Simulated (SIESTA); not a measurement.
# Mg3Sb2 under changes of volume

One of the cells (26.342 Å³/atom); the others are scaled copies at fixed shape and fractional positions:

```xyz
5
Lattice="4.5820 0.0000 0.0000 -2.2910 3.9681 0.0000 0.0000 0.0000 7.2440" Properties=species:S:1:pos:R:3 pbc="T T T"
Sb    2.2910    1.3227    5.5417
Sb    0.0000    2.6454    1.7023
Mg    0.0000    0.0000    0.0000
Mg    2.2910    1.3227    2.6803
Mg    0.0000    2.6454    4.5637
```

```yaml
Program: SIESTA 5.4.2
Functional: PBEsol
Potentials_or_basis: PseudoDojo 0.4 standard (PBEsol files)
Basis: DZP (energy shift 0.003 Ry; two zetas on semicore shells)
Grid_cutoff: 800 Ry
Energy_shift: 0.003 Ry
k_mesh: 5 × 5 × 3
Occupations: fermi-dirac, width 0.05 eV
Spin: no spin polarisation
```

```csv
volume (Å³/atom),energy over the lowest point (meV/atom),pressure (GPa),largest force (eV/Å)
24.762,26.31,4.3,0.901
25.288,14.38,3.0,0.814
25.815,?,?,?
26.342,1.58,1.0,0.654
26.869,0.00,0.0,0.582
27.396,1.27,-0.8,0.513
27.923,5.13,-1.5,0.449
```

Problem. What does the run at 25.815 Å³/atom give?

Solution. Energy over the lowest point 6.27 meV/atom; pressure 1.9 GPa; largest force 0.731 eV/Å.

Worked out: A Birch-Murnaghan fit of order 3 (a polynomial in V^(-2/3)) to the other rows has its minimum at 26.89 Å³/atom with B0 = V·E''(V) = 44 GPa and B' = 4.0 at fixed shape and positions, which overstates the stiffness. It gives 6.25 meV/atom at 25.815 Å³/atom, against the run's 6.27, and -dE/dV = 1.9 GPa, against 1.9.

Energies are extrapolated to zero smearing.

Caveats: the basis of atomic orbitals isn't converged, which shifts pressures, moduli and gaps.
